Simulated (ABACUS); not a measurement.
Input of an ABACUS 3.10.1 run:

INPUT

```
INPUT_PARAMETERS
suffix              Ba
calculation         scf
basis_type          pw
pseudo_dir          ./
symmetry            1
dft_functional      pbe
ecutwfc             57
pseudo_rcut         10
nspin               1
nbands              9
ks_solver           dav
smearing_method     fd
smearing_sigma      0.00367493
scf_thr             1e-08
scf_nmax            100
mixing_type         broyden
mixing_beta         0.7
cal_force           1
cal_stress          1
out_chg             1
out_pot             2
out_elf             1
```

STRU

```
ATOMIC_SPECIES
Ba 137.3270 Ba.upf

LATTICE_CONSTANT
1.8897261246

LATTICE_VECTORS
0.0000000000 3.2326650028 3.2326650028
3.2326650028 0.0000000000 3.2326650028
3.2326650028 3.2326650028 0.0000000000

ATOMIC_POSITIONS
Direct

Ba
0.0
1
0.0000000000 0.0000000000 0.0000000000 1 1 1
```

The input KPT:

```
K_POINTS
0
Gamma
7 7 7 0 0 0
```

Potentials or basis: PseudoDojo NC SR 0.4.1 PBE standard, plane waves.

Launch:

```sh
$ OMP_NUM_THREADS=1 mpirun -np 4 abacus > log
```

(1) What does it give for the pressure?

(2) Predict the band gap on the k mesh.

Answers

(1) -0.3 GPa.

(2) none (metal or under the smearing width).

Caveat: this release of the barium file is off.
